The volume change of lead sulfide, PbS, is the percentage by which the volume of the relaxed crystal cell differs from the volume at which the relaxation began. It was computed with density-functional theory by letting the cell shrink or grow until almost no pressure was left. PbS has the rock-salt structure, in which each atom has six neighbours of the other kind. Symmetry holds the atoms in place, so the only thing to be found is one length, and with it the distance from Pb to S.

The relaxed length a is the edge of the small cell with two atoms. Multiplied by √2 it gives the edge of the familiar cube, and divided by √2 it gives the Pb–S distance. The rows differ in the functional, the approximate rule that turns the electron density into the exchange and correlation energy. The start cell lies close to the lattice measured at room temperature, so the volume change is nearly the error against the warm crystal.

VASP 6.6.1 plane-wave DFT (PAW) for rock-salt PbS, with the two-atom cell relaxed without spin polarisation, spin–orbit coupling or an added dispersion correction. The cutoff is 600 eV, the k mesh 8×8×8 and the Fermi–Dirac smearing 0.05 eV. Volume changes are relative to the start cell (26.09 Å³ per atom), and a is the edge of the two-atom cell.

```
 functional                            potentials  volume change (%)  relaxed length a (Å)
        LDA  VASP PAW LDA potentials, recommended             -4.190                 4.135
        PBE  VASP PAW PBE potentials, recommended              3.890                 4.248
     PBEsol  VASP PAW PBE potentials, recommended             -1.460                 4.174
       AM05  VASP PAW PBE potentials, recommended             -0.600                 4.186
   BEEF-vdW  VASP PAW PBE potentials, recommended              6.390                 4.282
       PW91  VASP PAW PBE potentials, recommended              3.790                 4.247
 optB88-vdW  VASP PAW PBE potentials, recommended              3.100                 4.237
 optPBE-vdW  VASP PAW PBE potentials, recommended              5.130                 4.265
rev-vdW-DF2  VASP PAW PBE potentials, recommended              1.600                 4.216
     vdW-DF  VASP PAW PBE potentials, recommended              9.240                 4.320
  vdW-DF-cx  VASP PAW PBE potentials, recommended             -0.700                 4.184
    vdW-DF2  VASP PAW PBE potentials, recommended             12.750                 4.365
```

LDA, the simplest level, shrinks the cell by 4.2 %. PBE, a gradient-corrected functional, expands it by 3.9 %, so that this step beyond LDA replaces one error by another of similar size and opposite sign. PBEsol, AM05 and vdW-DF-cx stay within 1.5 % of the start. At the far end vdW-DF2 expands the cell by almost 13 %.

These errors matter differently for different purposes. A small error in volume is about three times the error in edge length, so PBE's edge is only 1.3 % longer than that of the start cell. That may do for a first sketch of a structure. It is poor for a film that must match a substrate, where a misfit of one per cent already means noticeable strain. A density inherits the full error in volume, and with PBE it comes out nearly 4 % below that of the start cell.

The reason for the spread lies in how a functional treats uneven density. When the bonds of a crystal are stretched, the electron density between the ions thins out and varies more sharply in relation to its own size. LDA treats each point as if it belonged to a uniform electron gas and takes no notice of this variation. A gradient-corrected functional does take notice, and its exchange part gives uneven density a lower energy. It therefore favours the stretched crystal more than LDA does.

In a formula, the exchange energy is

Eₓ = ∫ n εₓ(n) F(s) d³r

Here n is the electron density, εₓ the exchange energy per electron of a uniform gas, which is negative, and s a measure of how fast the density varies. The factor F equals 1 in LDA; in the gradient-corrected functionals it rises with s, at least up to moderate values of s. The faster it rises over the values of s that occur in the crystal, the more energy is gained by stretching, and the larger the relaxed cell becomes. The behaviour of F at very small s is not enough to judge by, because the crystal also contains stronger gradients.

PBE and PBEsol show the effect within one form of functional. PBEsol uses weaker gradient terms, chosen with slowly varying densities in mind, whereas those of PBE suit atoms and molecules better. The change makes the PBEsol cell smaller by 5.4 points, where a point is one per cent of the start volume. This comparison is not perfectly clean, since the gradient term of correlation is weakened as well, and that term works partly against the one in exchange.

A cleaner comparison comes from the functionals with nonlocal correlation, the part that describes the attraction between distant fluctuations of the density. Four of them, vdW-DF, optPBE-vdW, optB88-vdW and vdW-DF-cx, share the same correlation and differ only in exchange. Their volumes fall in just that order, by 9.9 points from first to last. In the published formulas the steepness of F, taken at s near 1, falls in the same order. Exchange alone thus moves the volume further than the whole step from LDA to PBE, which is 8.1 points.

The pair vdW-DF2 and rev-vdW-DF2 repeats the test with a second form of nonlocal correlation. The exchange factor of vdW-DF2 is the steeper of the two, and its volume is larger by 11.2 points. The letters vdW in a name are therefore no guide to the lattice of PbS. Attraction at a distance should pull atoms together, yet the four functionals that give a larger cell than PBE all contain it. How far it contracts their cells is untested, because no pair of rows switches it off while keeping exchange fixed.

This picture helps in judging a functional outside the table. The first question is how steeply its exchange factor F rises over the gradients that occur in the crystal, and the second is what correlation goes with it. A steep rise points to a long lattice and a gentle rise to a short one, if the correlation is the same. When both parts change at once, as between vdW-DF and vdW-DF2, exchange alone no longer settles the order.

To say which level is right, one must also ask what the right answer would be. The calculation gives a static lattice, with atoms at rest. In a real crystal they vibrate, and because it costs more energy to push two atoms together than to pull them equally far apart, vibration swells the crystal. The correct static volume therefore lies below the room-temperature volume, and a functional that reproduced the start cell exactly would be slightly too large.

The size of this shift can be estimated without any of the computed volumes. The swelling is roughly proportional to the vibrational energy. At temperatures high enough for classical behaviour, that energy is close to 3kT per atom, with the zero-point motion already included, where k is Boltzmann's constant and T the temperature. The volume then grows along a straight line which, drawn back to T = 0, ends at the static volume. With α as the relative growth in length per kelvin, the volume grows by 3α per kelvin, and

static volume change ≈ −3αT

For PbS near room temperature α is roughly 2 × 10⁻⁵ per kelvin, a rough recalled value. With T = 300 K the estimate is −3 × 2 × 10⁻⁵ × 300 = −0.018, or −1.8 %. The target for a static calculation thus lies nearly 2 % below the start volume rather than at zero.

The shift reverses one verdict. Against the start cell, PBE looks slightly better than LDA. Against the static target LDA is too small by 2.4 points, while PBE is too large by 5.7 points. A comparison of static volumes with a warm crystal flatters functionals that expand the lattice, because part of their error stands in for the thermal swelling that was left out.

The estimate does not change the leading group. PBEsol, AM05 and vdW-DF-cx are the only functionals within 2 points of both the start volume and the static target. It can't rank the three, however. AM05 lies nearest to the start and PBEsol nearest to the target, and the target itself may well be wrong by half a point or more, since α is rough and room temperature is only moderately high for this crystal.

Three features of the calculations blur the ranking further. Spin-orbit coupling was left out, which usually changes such a lattice only slightly, but slight changes are what a ranking of these three would turn on. AM05 and vdW-DF-cx also stopped with a pressure of about 0.1 GPa, enough to leave their volumes about two tenths of a per cent too small in a crystal of this stiffness. The shift is nearly the same for both, so it hardly touches the difference of 0.1 points between them, but a difference that small is no ground for preferring either. Finally, all three functionals were run with potentials made for PBE, an approximation that can itself shift the lattice slightly.

Cost gives little reason to accept a worse lattice. LDA, PBE, PBEsol and AM05 need only the density and at most its gradient at each point, so going from PBE to PBEsol adds practically no work. Nonlocal correlation links the density at different points and needs additional Fourier transforms. That work grows only slightly faster than the size of the cell, while the work on the orbitals in large cells grows roughly with its cube. The extra share thus becomes less important as the cell grows.

The choice can then follow the purpose. For the lattice, the density or the strain in a film, PBEsol is the simplest good option, and AM05 serves equally well within the accuracy of this comparison. If molecules on a PbS surface are to be treated later, vdW-DF-cx offers a good substrate lattice together with nonlocal correlation, though its adsorption energies would need a test of their own. PW91 is no independent check on PBE, because the two are built alike and give nearly the same volume.

The lattice also affects electronic properties. In the same calculations the band gap, the energy between filled and empty states, is 0.20 eV with PBEsol and 0.50 eV with PBE, each at its own volume. Part of this difference is expected from the lattice: the highest filled states are antibonding mixtures of S 3p and Pb 6s, and longer bonds let them sink. How much comes from the volume and how much from the functional is open, since both change together.

Neither gap should be used as a prediction. Spin-orbit coupling acts strongly on the 6p states of lead, which form much of the lowest empty band, and it narrows the gap of PbS by an amount comparable with the gap itself. PBE's wider gap is therefore no argument for PBE's lattice. Spin-orbit coupling alone does not cure the gap, however. Functionals of the kinds used here usually make gaps too small, and with the coupling added they may close the gap of PbS or even reverse the order of its band edges. The gap calls for a separate calculation at a trustworthy volume, with spin-orbit coupling and a method better suited to gaps, such as a hybrid functional or GW.

For PbS a practical rule follows. Relax the lattice with PBEsol and repeat the relaxation with AM05 or vdW-DF-cx. The PBEsol and AM05 volumes differ by 0.9 points, which is a fair measure of how far the choice among good functionals still matters, though not of any error they share. For a volume at room temperature the missing thermal swelling, nearly 2 %, is the larger correction and has to be added first. If the purpose can then bear an uncertainty of one to two points, the level is likely to be sufficient; if it can't, a better value for the thermal swelling, spin-orbit coupling and a tighter relaxation must come before a finer choice of functional has much value.
